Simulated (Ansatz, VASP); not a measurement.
## Be2C: VASP beside Ansatz

```
Be C
1.0
     0.00000    2.16424    2.16424
     2.16424    0.00000    2.16424
     2.16424    2.16424    0.00000
Be C
2 1
Direct
  0.25000 0.25000 0.25000
  0.75000 0.75000 0.75000
  0.00000 0.00000 0.00000
```

Alike in both runs: functional PBE; k mesh 12 × 12 × 12; occupations gaussian, width 0.02 eV; no spin polarisation.

Ansatz relaxed the structure, and its values are those at the end. VASP's run is a single point on that final structure, the one shown.

|  | VASP | Ansatz |
| --- | --- | --- |
| version | VASP 6.6.1 | Ansatz 0.2.0 |
| potentials or method | VASP PAW PBE potentials, release 64 (Be, C) | scalar-relativistic, plane waves, PAW |
| plane-wave cutoff (eV) | 520 | 420 |
| valence electrons in the cell | 8 | 8 |

|  | VASP | Ansatz | Ansatz less VASP |
| --- | --- | --- | --- |
| gap on the k mesh at the Fermi level (eV) | 1.16 | 1.17 | +0.013 |
| least direct gap on the mesh (eV) | 4.13 | 4.14 | +0.009 |
| pressure (GPa) | 0.4 | 0.0 | -0.39 |

With one functional, cell and mesh, what is left measures potentials, basis and numerics.

A k mesh can miss the band edges. A hybrid or GW would open this gap; PBE tends to underestimate it.
